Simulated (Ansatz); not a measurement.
# C7H8: the cost of one run

Method: the levels named in each step, in Ansatz 0.2.0.

### 1 The starting structure

Bond lengths (14 of 16 bonds, heavy atoms first): C1–C2 1.325 Å, C2–C3 1.522 Å, C3–C4 1.522 Å, C4–C5 1.324 Å, C1–C6 1.522 Å, C5–C6 1.522 Å, C3–C7 1.540 Å, C6–C7 1.539 Å, C1–H8 1.073 Å, C2–H9 1.073 Å, C3–H10 1.086 Å, C4–H11 1.073 Å, C5–H12 1.073 Å, C6–H13 1.086 Å. Angles (14 of 30 angles, heavy atoms first): C1–C2–C3 107.2°, C2–C1–C6 107.2°, C2–C3–C4 105.5°, C2–C3–C7 98.8°, C4–C3–C7 98.8°, C3–C4–C5 107.2°, C4–C5–C6 107.2°, C1–C6–C5 105.4°, C1–C6–C7 98.8°, C5–C6–C7 98.8°, C3–C7–C6 92.4°, C1–C2–H9 129.1°, C3–C2–H9 123.6°, C2–C1–H8 129.1°.

Structure file:

```xyz
15

C     1.2690   -0.4228    0.6145
C     0.8913    0.8286    0.8280
C    -0.2775    1.1105   -0.1045
C    -1.4069    0.2116    0.3774
C    -1.0294   -1.0393    0.1640
C     0.3565   -0.9896   -0.4635
C     0.1831    0.2801   -1.3163
H     2.0359   -0.9921    1.1043
H     1.2718    1.5398    1.5363
H    -0.5267    2.1558   -0.2630
H    -2.3057    0.5792    0.8349
H    -1.5419   -1.9516    0.4031
H     0.6962   -1.8963   -0.9557
H    -0.5793    0.1820   -2.0887
H     1.1142    0.6367   -1.7563
```

### 2 A rough first relaxation, PBE-D4/def2-SVP

This run stands in another session on the same molecule. It ended at:

```xyz
15

C     1.3052   -0.4239    0.6138
C     0.9209    0.8492    0.8313
C    -0.2815    1.1211   -0.0984
C    -1.4417    0.2153    0.3679
C    -1.0575   -1.0579    0.1504
C     0.3593   -1.0019   -0.4610
C     0.1845    0.2824   -1.3269
H     2.0886   -0.9973    1.1282
H     1.3152    1.5648    1.5659
H    -0.5343    2.1848   -0.2647
H    -2.3628    0.5779    0.8445
H    -1.5896   -1.9843    0.4069
H     0.7054   -1.9227   -0.9662
H    -0.5961    0.1803   -2.1083
H     1.1351    0.6448   -1.7689
```

### 3 Relaxation, HF/STO-3G

The input, input.yaml:

```yaml
crystal:
  periodic: [false, false, false]
  atoms:
    - { symbol: C, position_ang: [1.3052021, -0.42391458, 0.61375452] }
    - { symbol: C, position_ang: [0.92087406, 0.8492338, 0.83125619] }
    - { symbol: C, position_ang: [-0.28149579, 1.12113685, -0.09842264] }
    - { symbol: C, position_ang: [-1.44168583, 0.21530857, 0.36791288] }
    - { symbol: C, position_ang: [-1.05745857, -1.0578678, 0.15040413] }
    - { symbol: C, position_ang: [0.35926814, -1.00186627, -0.46103045] }
    - { symbol: C, position_ang: [0.18445174, 0.28240468, -1.32687894] }
    - { symbol: H, position_ang: [2.0885664, -0.99734169, 1.12823274] }
    - { symbol: H, position_ang: [1.31517741, 1.56476163, 1.56591157] }
    - { symbol: H, position_ang: [-0.53431706, 2.1848404, -0.26469453] }
    - { symbol: H, position_ang: [-2.36284934, 0.57787537, 0.84454254] }
    - { symbol: H, position_ang: [-1.58960288, -1.9842694, 0.40685829] }
    - { symbol: H, position_ang: [0.70541087, -1.92272814, -0.96623361] }
    - { symbol: H, position_ang: [-0.59606921, 0.18029828, -2.10833923] }
    - { symbol: H, position_ang: [1.13505795, 0.64479832, -1.76885348] }
basis:
  gaussian: { orbitals: STO-3G }
hamiltonian:
  xc: hf
relax:
  f_tol: 0.004
  max_steps: 150
```

Launch:

```bash
$ ansatz run input.yaml --threads 4 --pin off --max-ram 10240MiB --backend cpu --events-out ev --progress --plain --runs-dir out
```

What time and memory should one allow on 4 threads of Arm Neoverse V2, shared host?

About 4 s, with a peak of 0.096 GiB.
